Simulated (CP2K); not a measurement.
# TiSi (Cmmm) in CP2K: relaxation of cell and atoms with LDA

Aim: the relaxation of cell and atoms of TiSi with LDA.

Everything below comes from runs of CP2K 2026.2. Logs are shortened: lines on timing, memory, paths and dates and some standing lists are left out, and cuts for length are marked.

**1. The structure**

Symmetry: Cmmm, No. 65, orthorhombic system. Conventional cell: a = 3.632 Å, b = 4.235 Å, c = 3.804 Å, α = 90.00°, β = 90.00°, γ = 90.00°. Ti (site symmetry mmm) is surrounded by 8 Si at 2.63 to 2.85 Å and 4 Ti at 2.79 Å. Around Si (site symmetry mmm) lie 8 Ti at 2.63 to 2.85 Å and 4 Si at 2.79 Å.

The cell comes from a database or a generator and needn't be the stable form of this composition.

**2. Relaxation of cell and atoms, LDA**

The input, tisi_vcrelax.inp:

```
&GLOBAL
  PROJECT tisi_vcrelax
  RUN_TYPE CELL_OPT
  PRINT_LEVEL LOW
&END GLOBAL
&FORCE_EVAL
  METHOD QS
  STRESS_TENSOR ANALYTICAL
  &DFT
    BASIS_SET_FILE_NAME BASIS_MOLOPT_UZH
    POTENTIAL_FILE_NAME GTH_POTENTIALS
    &MGRID
      CUTOFF 450
      REL_CUTOFF 60
      NGRIDS 4
    &END MGRID
    &QS
      METHOD GPW
      EPS_DEFAULT 1.0E-9
      EXTRAPOLATION USE_PREV_P
    &END QS
    &KPOINTS
      SCHEME MONKHORST-PACK 7 7 6
      GAMMA_CENTERED T
    &END KPOINTS
    &SCF
      SCF_GUESS ATOMIC
      EPS_SCF 1.0E-6
      MAX_SCF 100
      ADDED_MOS 13
      CHOLESKY OFF
      EPS_EIGVAL 1.0E-7
      &DIAGONALIZATION ON
        ALGORITHM STANDARD
      &END DIAGONALIZATION
      &MIXING ON
        METHOD BROYDEN_MIXING
        ALPHA 0.4
        BETA 1.5
        NBUFFER 8
      &END MIXING
      &SMEAR ON
        METHOD FERMI_DIRAC
        ELECTRONIC_TEMPERATURE 300.56
      &END SMEAR
    &END SCF
    &XC
      &XC_FUNCTIONAL
        &LDA_X
        &END LDA_X
        &LDA_C_PW
        &END LDA_C_PW
      &END XC_FUNCTIONAL
    &END XC
    &PRINT
      &KPOINTS ON
      &END KPOINTS
      &MULLIKEN ON
        &EACH
          CELL_OPT 0
        &END EACH
        ADD_LAST NUMERIC
      &END MULLIKEN
      &MO ON
        ENERGIES T
        OCCUPATION_NUMBERS T
        &EACH
          QS_SCF 0
          CELL_OPT 0
        &END EACH
        ADD_LAST NUMERIC
      &END MO
      &LOWDIN ON
        &EACH
          CELL_OPT 0
        &END EACH
        ADD_LAST NUMERIC
      &END LOWDIN
      &HIRSHFELD ON
        SHAPE_FUNCTION DENSITY
        &EACH
          CELL_OPT 0
        &END EACH
        ADD_LAST NUMERIC
      &END HIRSHFELD
    &END PRINT
  &END DFT
  &SUBSYS
    &CELL
      A 2.7897730971 0.0000000000 0.0000000000
      B -0.4250628408 2.7572006663 0.0000000000
      C 0.0000000000 0.0000000000 3.8039340000
      PERIODIC XYZ
    &END CELL
    &COORD
      Ti  1.1823551281 1.3786003332 0.0000000000
      Si  0.0000000000 0.0000000000 1.9019670000
    &END COORD
    &KIND Ti
      BASIS_SET TZVP-MOLOPT-PBE-GTH-q12
      POTENTIAL GTH-PADE-q12
    &END KIND
    &KIND Si
      BASIS_SET TZVP-MOLOPT-PBE-GTH-q4
      POTENTIAL GTH-PADE-q4
    &END KIND
    &PRINT
      &ATOMIC_COORDINATES ON
      &END ATOMIC_COORDINATES
      &CELL ON
      &END CELL
      &SYMMETRY ON
      &END SYMMETRY
    &END PRINT
  &END SUBSYS
  &PRINT
    &FORCES ON
    &END FORCES
    &STRESS_TENSOR ON
    &END STRESS_TENSOR
  &END PRINT
&END FORCE_EVAL
&MOTION
  &CELL_OPT
    OPTIMIZER BFGS
    MAX_ITER 40
    MAX_FORCE [eV*angstrom^-1] 0.05
    RMS_FORCE [eV*angstrom^-1] 0.05
    MAX_DR 1.0E-2
    RMS_DR 1.0E-2
    EXTERNAL_PRESSURE [bar] 0.0
    PRESSURE_TOLERANCE [bar] 300
    KEEP_SPACE_GROUP T
  &END CELL_OPT
  &PRINT
    &TRAJECTORY ON
    &END TRAJECTORY
    &CELL ON
    &END CELL
    &FORCES ON
    &END FORCES
    &STRESS ON
    &END STRESS
    &RESTART OFF
    &END RESTART
    &RESTART_HISTORY OFF
    &END RESTART_HISTORY
  &END PRINT
&END MOTION
```

Potentials or basis: GTH_POTENTIALS Ti GTH-PADE-q12, Si GTH-PADE-q4; TZVP-MOLOPT-PBE-GTH basis.

The run is started by

```bash
$ OMP_NUM_THREADS=1 cp2k.psmp -i tisi_vcrelax.inp -o tisi_vcrelax.out
```

tisi_vcrelax.out:

```text

 CP2K| version string:                                       CP2K version 2026.2
 CP2K| Input file name                                          tisi_vcrelax.inp

 GLOBAL| Force Environment number                                              1
 GLOBAL| Basis set file name                                    BASIS_MOLOPT_UZH
 GLOBAL| Potential file name                                      GTH_POTENTIALS
 GLOBAL| MM Potential file name                                     MM_POTENTIAL
 GLOBAL| Coordinate file name                                      __STD_INPUT__
 GLOBAL| Method name                                                        CP2K
 GLOBAL| Project name                                               tisi_vcrelax
 GLOBAL| Run type                                                       CELL_OPT
 GLOBAL| FFT library                                                       FFTW3
 GLOBAL| Diagonalization library                                       ScaLAPACK
 GLOBAL| Cholesky decomposition library                                ScaLAPACK
 GLOBAL| DGEMM library                                                      BLAS
 GLOBAL| Direct generalized diagonalization requested                          F
 GLOBAL| Matrix multiplication library                                 ScaLAPACK
 GLOBAL| Global print level                                                  LOW
 GLOBAL| Total number of message passing processes                             1
 GLOBAL| Number of threads for this process                                    1
 GLOBAL| CPU model name                                                  UNKNOWN

 CELL| Volume [angstrom^3]:                                            29.259724
 CELL| Vector a [angstrom]:       2.790     0.000     0.000   |a| =     2.789773
 CELL| Vector b [angstrom]:      -0.425     2.757     0.000   |b| =     2.789773
 CELL| Vector c [angstrom]:       0.000     0.000     3.804   |c| =     3.803934
 CELL| Angle (b,c), alpha [degree]:                                    90.000000
 CELL| Angle (a,c), beta  [degree]:                                    90.000000
 CELL| Angle (a,b), gamma [degree]:                                    98.763987
 CELL| Numerically orthorhombic:                                              NO
 CELL| Periodicity                                                           XYZ

 CELL_REF| Volume [angstrom^3]:                                        29.259724
 CELL_REF| Vector a [angstrom     2.790     0.000     0.000   |a| =     2.789773
 CELL_REF| Vector b [angstrom    -0.425     2.757     0.000   |b| =     2.789773
 CELL_REF| Vector c [angstrom     0.000     0.000     3.804   |c| =     3.803934
 CELL_REF| Angle (b,c), alpha [degree]:                                90.000000
 CELL_REF| Angle (a,c), beta  [degree]:                                90.000000
 CELL_REF| Angle (a,b), gamma [degree]:                                98.763987
 CELL_REF| Numerically orthorhombic:                                          NO
 CELL_REF| Periodicity                                                       XYZ

[... 8 lines left out ...]
 TOTAL NUMBERS AND MAXIMUM NUMBERS

  Total number of            - Atomic kinds:                                   2
                             - Atoms:                                          2
                             - Shell sets:                                     2
                             - Shells:                                        18
                             - Primitive Cartesian functions:                 10
                             - Cartesian basis functions:                     59
                             - Spherical basis functions:                     52

  Maximum angular momentum of- Orbital basis functions:                        3
                             - Local part of the GTH pseudopotential:          2
                             - Non-local part of the GTH pseudopotential:      3

 MODULE QUICKSTEP: ATOMIC COORDINATES IN ANGSTROM

   Atom Kind Element         X             Y             Z       Z(eff)     Mass
      1    1 Ti   22      1.182355      1.378600      0.000000  12.0000  47.8670
      2    2 Si   14      0.000000      0.000000      1.901967   4.0000  28.0855

 Crystal Symmetry Information
       International Symbol:                                                Cmmm
       Point Group Symbol:                                                   mmm
       Schoenflies Symbol:                                                D2h^19
       Number of Symmetry Operations:                                          8

 SCF PARAMETERS         Density guess:                                    ATOMIC
                        --------------------------------------------------------
                        max_scf:                                             100
                        max_scf_history:                                       0
                        max_diis:                                              4
[... 5 lines left out ...]
                        --------------------------------------------------------
[... 821 lines left out ...]
 OPT| Scaling factor                                                0.0000000000
 OPT| Step size                                                     0.0774877754
 OPT| Trust radius                                                  0.4724315332
 OPT| Decrease in energy                                                     YES
 OPT|
 OPT| Maximum step size                                             0.0774877754
 OPT| Convergence limit for maximum step size                       0.0100000000
 OPT| Maximum step size is converged                                          NO
 OPT|
 OPT| RMS step size                                                 0.0225891560
 OPT| Convergence limit for RMS step size                           0.0100000000
 OPT| RMS step size is converged                                              NO
 OPT|
 OPT| Maximum gradient                                              0.0001109926
 OPT| Convergence limit for maximum gradient                        0.0009723453
 OPT| Maximum gradient is converged                                          YES
 OPT|
 OPT| RMS gradient                                                  0.0000552048
 OPT| Convergence limit for RMS gradient                            0.0009723453
 OPT| RMS gradient is converged                                              YES
 OPT|
 OPT| Pressure deviation [bar]                                    200.5631914266
 OPT| Pressure tolerance [bar]                                    300.0000000000
 OPT| Pressure is converged                                                  YES
 OPT| **************************************************************************

 --------------------------
 OPTIMIZATION STEP:      6
 --------------------------
[... 96 lines left out ...]
 OPT| **************************************************************************
 OPT| Step number                                                              6
 OPT| Optimization method                                                   BFGS
 OPT| Total energy [hartree]                                      -62.1788763141
 OPT| Internal pressure [bar]                                    -200.5748085543
 OPT| Effective energy change [hartree]                            -0.0000002572
 OPT| Predicted energy change [hartree]                            -0.0000002305
 OPT| Scaling factor                                                0.0000000000
 OPT| Step size                                                     0.0041628842
 OPT| Trust radius                                                  0.4724315332
 OPT| Decrease in energy                                                     YES
 OPT|
 OPT| Maximum step size                                             0.0041628842
 OPT| Convergence limit for maximum step size                       0.0100000000
 OPT| Maximum step size is converged                                         YES
 OPT|
 OPT| RMS step size                                                 0.0012314858
 OPT| Convergence limit for RMS step size                           0.0100000000
 OPT| RMS step size is converged                                             YES
 OPT|
 OPT| Maximum gradient                                              0.0001272286
 OPT| Convergence limit for maximum gradient                        0.0009723453
 OPT| Maximum gradient is converged                                          YES
 OPT|
 OPT| RMS gradient                                                  0.0000421997
 OPT| Convergence limit for RMS gradient                            0.0009723453
 OPT| RMS gradient is converged                                              YES
 OPT|
 OPT| Pressure deviation [bar]                                   -200.5748085543
 OPT| Pressure tolerance [bar]                                    300.0000000000
 OPT| Pressure is converged                                                  YES
 OPT| **************************************************************************

 *******************************************************************************
 ***                    GEOMETRY OPTIMIZATION COMPLETED                      ***
 *******************************************************************************

 write_final_structure: Optimization converged, writing XYZ file gladly:
  tisi_vcrelax-FINAL-1_6.xyz

 write_final_structure: Optimization converged, writing CIF file gladly:
  tisi_vcrelax-FINAL-1_6.cif

 write_final_structure: Done!

                    Reevaluating energy at the minimum

 CELL| Volume [angstrom^3]:                                            27.565776
 CELL| Vector a [angstrom]:       2.722     0.000     0.000   |a| =     2.722306
 CELL| Vector b [angstrom]:      -0.373     2.697     0.000   |b| =     2.722653
 CELL| Vector c [angstrom]:      -0.000     0.000     3.755   |c| =     3.754620
 CELL| Angle (b,c), alpha [degree]:                                    90.000000
 CELL| Angle (a,c), beta  [degree]:                                    90.000000
 CELL| Angle (a,b), gamma [degree]:                                    97.884414
 CELL| Numerically orthorhombic:                                              NO
 CELL| Periodicity                                                           XYZ
[... 415 lines left out ...]
 MO|     20               1.232543              33.539197               0.000000
 MO|     21               1.306440              35.550040               0.000000
 MO| Sum:                                                              16.000000
 MO| E(Fermi):            0.434832 a.u.         11.832389 eV

 [... the levels of further k-points ...]

 !-----------------------------------------------------------------------------!
                     Mulliken Population Analysis

 #  Atom  Element  Kind  Atomic population                           Net charge
       1     Ti       1         11.905859                              0.094141
       2     Si       2          4.094141                             -0.094141
 # Total charge                             16.000000                 -0.000000

 !-----------------------------------------------------------------------------!

 !-----------------------------------------------------------------------------!
                           Hirshfeld Charges

  #Atom  Element  Kind  Ref Charge     Population                    Net charge
      1       Ti     1      12.000         11.999                         0.001
      2       Si     2       4.000          4.001                        -0.001

  Total Charge                                                           -0.000
 !-----------------------------------------------------------------------------!

 LOWDIN POPULATION ANALYSIS

 #  Atom  Element  Kind  Atomic population                           Net charge
       1     Ti       1         12.904559                             -0.904559
       2     Si       2          3.095441                              0.904559
 # Total charge                             16.000000                 -0.000000

 ENERGY| Total FORCE_EVAL ( QS ) energy [hartree]            -62.178876314098837
```

Wall time 4.5 min (1 thread of Arm Neoverse V2, shared host); peak memory 0.32 GiB.

What came out:

```
Free energy                            : -1691.9733 eV
Relaxed volume                         : 13.78 Å³/atom
Relaxed cell                           : a = 2.722 Å, b = 2.723 Å, c = 3.755 Å, α = 90.00°, β = 90.00°, γ = 97.88°
Space group after relaxing (to 0.05 Å) : Cmmm (No. 65)
Energy gained by relaxing              : 23.3 meV/atom
Ionic steps                            : 8
Pressure after relaxing                : 0.0 GPa
Band gap on the k mesh                 : none (metal or under the smearing width)
Mulliken charges                       : Ti +0.09; Si -0.09 e
```

Step by step:
```
step  energy change (eV)  largest force (eV/Å)  volume (Å³)
   1              0.0000                0.0000        29.26
   2             -0.0072                0.0000        29.11
   3             -0.0442                0.0000        27.44
   4             -0.0447                0.0000        27.61
   5             -0.0448                0.0000        27.60
   6             -0.0466                0.0000        27.56
   7             -0.0466                0.0000        27.57
   8             -0.0466                0.0000        27.57
```

Final structure:
```cif
data_structure
_symmetry_space_group_name_H-M 'P 1'
_symmetry_Int_Tables_number 1
_cell_length_a 2.7223
_cell_length_b 2.7227
_cell_length_c 3.7546
_cell_angle_alpha 90.000
_cell_angle_beta 90.000
_cell_angle_gamma 97.884
_cell_volume 27.57
loop_
_atom_site_label
_atom_site_type_symbol
_atom_site_fract_x
_atom_site_fract_y
_atom_site_fract_z
_atom_site_occupancy
Ti1 Ti 0.50000 0.50000 0.00000 1
Si1 Si 0.00000 0.00000 0.50000 1
```

Levels at points of the mesh, in eV from the Fermi level:
```tsv
k point	band 6	band 7	band 8	band 9	band 10	band 11
(0.00, 0.00, 0.00)	-2.62	-1.77	-1.29	1.78	2.43	3.18
(0.00, 0.00, 0.50)	-6.69	-0.97	0.48	0.72	1.73	3.26
```

Caveat: Mulliken charges move with the basis; the basis of atomic orbitals isn't converged, which shifts pressures, moduli and gaps.
